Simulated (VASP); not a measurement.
# TiO2: band structure with PBE

**Measured values to compare with.**

From “Shallow Valence Band of Rutile GeO2 and P-type Doping”, 2020, arxiv:2011.08928, for a bulk crystal of TiO2 at 1.6 K: band gap 3.03 eV (direct).

The system is TiO2.

```
Ti O
1.0
     4.59984    0.00000    0.00000
     0.00000    4.59984    0.00000
     0.00000    0.00000    2.95921
Ti O
2 4
Cartesian
  0.0000 0.0000 1.4796
  2.2999 2.2999 0.0000
  1.3998 1.3998 1.4796
  0.9001 3.6997 0.0000
  3.6997 0.9001 0.0000
  3.2000 3.2000 1.4796
```

The cell is a database's computed one.

| Quantity | Value |
| --- | --- |
| Program | VASP 6.6.1 |
| Task | band structure |
| Functional | PBE |
| Potentials or basis | VASP PAW PBE potentials, release 64 (Ti_pv, O) |
| Cutoff | 520 eV |
| k mesh | 6 × 6 × 9 |
| Occupations | fermi-dirac, width 0.05 eV |
| Spin | no spin polarisation |
| Further INCAR settings | ALGO = Normal; EDIFF = 1e-06 |

```
Pressure                : 5.6 GPa
Largest force           : 0.043 eV/Å
Band gap on the k mesh  : 1.81 eV, direct
Band gap along the path : 1.81 eV, direct
```

Forces in eV/Å, atoms in the order of the input:
```
Ti   0.000  0.000  0.000
Ti   0.000  0.000  0.000
O   -0.031 -0.031  0.000
O    0.031 -0.031  0.000
O   -0.031  0.031  0.000
O    0.031  0.031  0.000
```

Stress tensor (GPa, compression positive):
```
5.74 0.00 0.00
0.00 5.74 0.00
0.00 0.00 5.28
```

Levels at the corners of the path, in eV from the valence-band top:
| point | band 20 | band 21 | band 22 | band 23 | band 24 | band 25 |
| --- | --- | --- | --- | --- | --- | --- |
| Γ | -0.43 | -0.43 | 0.00 | 1.81 | 2.10 | 2.39 |
| X | -1.64 | -0.74 | -0.74 | 2.48 | 2.48 | 2.97 |
| X | -1.64 | -0.74 | -0.74 | 2.48 | 2.48 | 2.97 |
| M | -1.29 | -1.05 | -1.05 | 1.85 | 1.85 | 2.46 |
| M | -1.29 | -1.05 | -1.05 | 1.85 | 1.85 | 2.46 |
| Γ | -0.43 | -0.43 | 0.00 | 1.81 | 2.10 | 2.34 |
| Γ | -0.43 | -0.43 | 0.00 | 1.81 | 2.10 | 2.36 |
| Z | -2.36 | -1.43 | -1.43 | 2.92 | 2.92 | 3.11 |
| Z | -2.36 | -1.43 | -1.43 | 2.92 | 2.92 | 3.11 |
| R | -2.04 | -1.02 | -1.02 | 1.86 | 1.86 | 3.13 |
| R | -2.04 | -1.02 | -1.02 | 1.86 | 1.86 | 3.13 |
| A | -1.28 | -0.67 | -0.67 | 2.55 | 2.55 | 3.15 |
| A | -1.28 | -0.67 | -0.67 | 2.55 | 2.55 | 3.15 |
| Z | -2.36 | -1.43 | -1.43 | 2.92 | 2.92 | 3.11 |
| X | -1.64 | -0.74 | -0.74 | 2.48 | 2.48 | 2.97 |
| R | -2.04 | -1.02 | -1.02 | 1.86 | 1.86 | 3.13 |
| M | -1.29 | -1.05 | -1.05 | 1.85 | 1.85 | 2.46 |
| A | -1.28 | -0.67 | -0.67 | 2.55 | 2.55 | 3.15 |

Wall time 3 min on 1 thread of Intel(R) Xeon(R) Platinum 8488C (Sapphire Rapids), with other jobs on the host, peak memory 0.26 GiB.

Against the measured gap of TiO2, 3.03 eV (direct; 1.6 K; quoted in “Shallow Valence Band of Rutile GeO2 and P-type Doping”, 2020, arxiv:2011.08928), the calculated 1.81 eV is off by -1.22 eV. 2 values of this kind are on record in papers (3.03 to 3.05 eV); this one was drawn at random among those near their median. The value is that of PBE, without temperature or zero-point motion. Semilocal functionals fall short of measured gaps as a rule. The cell is a database's relaxed one, not the measured one, which moves gaps too.
